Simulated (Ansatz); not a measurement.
Input for Ansatz (plane-wave DFT, PAW):

```yaml
crystal:
  lattice:
    - [3.3143025145, 0.0, 0.0]
    - [-1.6571512572, 2.8702701734, 0.0]
    - [0.0, 0.0, 4.1868595763]
  atoms:
    - { symbol: Al, position: [0.3333333333, 0.6666666667, 0.75] }
    - { symbol: Al, position: [0.6666666667, 0.3333333333, 0.25] }
    - { symbol: "N", position: [0.3333333333, 0.6666666667, 0.25] }
    - { symbol: "N", position: [0.6666666667, 0.3333333333, 0.75] }
basis:
  ecutwfc: 420
kpoints:
  mp_grid: { grid: [9, 9, 6] }
  band_path:
    path:
      - [[0.0, 0.0, 0.0], [0.5, 0.0, 0.0], [0.33333333, 0.33333333, 0.0], [0.0, 0.0, 0.0], [0.0, 0.0, 0.5], [0.5, 0.0, 0.5], [0.33333333, 0.33333333, 0.5], [0.0, 0.0, 0.5]]
      - [[0.5, 0.0, 0.5], [0.5, 0.0, 0.0]]
      - [[0.33333333, 0.33333333, 0.5], [0.33333333, 0.33333333, 0.0]]
    npoints: 14
hamiltonian:
  xc: pbe
scf:
  occupations: { method: gaussian, width: 0.02 }
  n_extra_bands: 10
output:
  forces: true
  stress: true
  eigenvalues: true
  populations: true
  dos: { projected: true, de: 0.02, nscf_kmesh: { grid: [14, 14, 9] } }
  bader: true
  write_density: true
  write_potential: true
  elf: true
  volumetric_format: npy
```

Launched with
```bash
ansatz run input.yaml --threads 1 --pin off --max-ram 2560MiB --backend cpu --events-out ev --progress --plain --runs-dir out
```

Theory: DFT PBE, scalar-relativistic, plane waves, PAW (Ansatz).

Abridged output:

```
scf.n_extra_bands = 10 over 8 filled bands (N_el = 16.0): the run solves 18 bands
Pseudopotentials: kind: paw
Pseudopotential: Al, paw, valence charge 3, recommended cutoff 420 eV (normal)
Pseudopotential: N, paw, valence charge 5, recommended cutoff 420 eV (normal)
Functional definition: PBE
Crystal: 4 atoms, lattice volume = 39.829 Å³
Basis set: ecut = 420 eV, 769 PW (Γ), exchange–correlation on 48×48×60 points (8 copies of the dense FFT grid, shifted against one another)
Bands: 18, of which v1, the nominal top of the filled ones, is band 8 counted from 1 (7 counted from 0)
Symmetry: 24 space group operations
Space group: P63/mmc (ITA 194), of the structure as read, at distance tolerance 3.4e-5 Å
k-points: 48 of 486
Initial density: superposition of atomic densities (neutral atoms: chi_scale 0, normalization atom), corrected by the library's trained network
Initial wavefunctions: pseudopotential atomic-orbital guess
Functional: x = pbe(κ = 0.804, μ = 0.21951497), c = pbe(β = 0.06672455)
SCF iter   1: F=—  HF=-1848.054375 eV  |F-HF|=—  |Δ(HF+E_count)|=         —  Δρ=2.28e-3  dr2=1.61e-3  ethr=1.77e-3  ⟨swp⟩=6.0  Hψ=4879  notcnv=0  defer=2
SCF iter   2: F=—  HF=-1848.054405 eV  |F-HF|=—  |Δ(HF+E_count)|=   3.04e-5  Δρ=9.04e-4  dr2=2.33e-4  ethr=1.01e-5  ⟨swp⟩=2.2  Hψ=1708  notcnv=0  defer=70
SCF iter   3: F=—  HF=-1848.054490 eV  |F-HF|=—  |Δ(HF+E_count)|=   8.47e-5  Δρ=1.14e-4  dr2=1.77e-6  ethr=1.46e-6  ⟨swp⟩=2.2  Hψ=1155  notcnv=0  defer=70
SCF iter   4: F=—  HF=-1848.053960 eV  |F-HF|=—  |Δ(HF+E_count)|=   5.30e-4  Δρ=1.50e-5  dr2=4.73e-8  ethr=6.25e-10  ⟨swp⟩=9.5  Hψ=5433  notcnv=0
SCF iter   5: F=-1848.053960 eV  HF=-1848.053960 eV  |F-HF|=1.20e-9  |Δ(HF+E_count)|=   5.20e-8  Δρ=2.25e-6  dr2=8.10e-10  ethr=2.96e-10  ⟨swp⟩=2.5  Hψ=1179  notcnv=0
SCF iter   6: F=-1848.053960 eV  HF=-1848.053960 eV  |F-HF|=1.86e-11  |Δ(HF+E_count)|=   1.36e-9  Δρ=4.01e-7  dr2=4.09e-11  ethr=5.06e-12  ⟨swp⟩=4.2  Hψ=3268  notcnv=0
SCF 1 converged in 6 iterations: F = -1848.053960 eV  dr2 = 4.09e-11
SCF converged after 6 iterations
Free energy (F): -1848.053960 eV
Harris-Foulkes:  -1848.053960 eV  (|F-HF|=1.86e-11)
Internal energy: -1848.053960 eV  (E = F + TS)
E sigma→0 (E₀):  -1848.053960 eV
Fermi energy:    10.608214 eV
--- Per-component energies (eV) ---
  E_band       = 40.311413
  E_kinetic    = 320.463885
  E_local      = -434.515821  (includes V_loc(G=0)·N_el)
  E_nonlocal   = 109.401015
  E_hartree    = 153.943204
  E_xc         = -204.334046
  E_vxc        = -216.943847  (∫ρ·V_xc dr)
  E_paw        = -1189.731882  (= ΣΔE_a)
  E_vpaw       = -45.980523  (= ΣTr[D̂ρ^β])
  E_aug_tail   = 0.000196  (compensation charges beyond the density's cutoff)
  E_ewald      = -603.280510
  E_smearing   =  0.000000  (= −TS)
--- Forces (eV/Å), atoms counted from 1 ---
  atom   1  Al     0.00000000     0.00000000     0.00000000
  atom   2  Al     0.00000000     0.00000000     0.00000000
  atom   3  N      0.00000000     0.00000000     0.00000000
  atom   4  N      0.00000000     0.00000000     0.00000000
--- Stress (GPa, compression-positive) ---
        0.008532       0.000000       0.000000
        0.000000       0.008532       0.000000
        0.000000       0.000000       0.003909
  P = ⅓ Tr σ = 0.0070 GPa (0.070 kbar)
--- Band table (eV; the first three rows and the last of 48) ---
  k-point 0: bands = ["-7.7773", "-4.1702", "2.1416", "5.7205", "5.7205", "7.3774", "7.3774", "8.9819", "12.2345", "13.3882", "17.2282", "17.2282", "20.2181", "20.2181", "20.7979", "20.8696", "20.8696", "21.7277"]
  k-point 1: bands = ["-7.6090", "-4.5592", "2.6255", "5.8207", "5.8207", "7.2584", "7.2584", "8.2513", "12.8427", "13.6922", "17.0468", "17.0468", "19.5213", "19.5213", "20.2282", "21.6640", "21.7002", "21.7002"]
  k-point 2: bands = ["-7.1186", "-5.4269", "3.7940", "6.1037", "6.1037", "6.8162", "6.9362", "6.9362", "13.9031", "14.3865", "16.9821", "16.9821", "18.3363", "18.3363", "19.3062", "20.6858", "23.6099", "23.6099"]
  k-point 47: bands = ["-5.0495", "-5.0495", "2.1515", "2.1515", "3.8703", "3.8703", "8.1661", "8.1661", "15.8530", "15.8530", "17.0092", "17.0092", "20.3244", "20.3244", "21.6143", "21.6143", "22.6884", "22.6884"]
--- Löwdin populations: 4 sites ---
  site symbol q [e]
     0     Al      1.8812
     1     Al      1.8812
     2      N      6.0426
     3      N      6.0426
  spilling = 0.009530 (of n_electrons = 16.000000)
--- Bader charges: 4 sites ---
  site symbol charge [e]  shift [e]
     0     Al      2.4643     0.0010
     1     Al      2.4643     0.0010
     2      N     -2.4643     0.0010
     3      N     -2.4643     0.0010
  estimated error of the sums over rays = 3.8e-4 e
```

The run converged.

Time: 70 s on 1 thread of Arm Neoverse V1, with other jobs on the host, peak memory 0.32 GiB.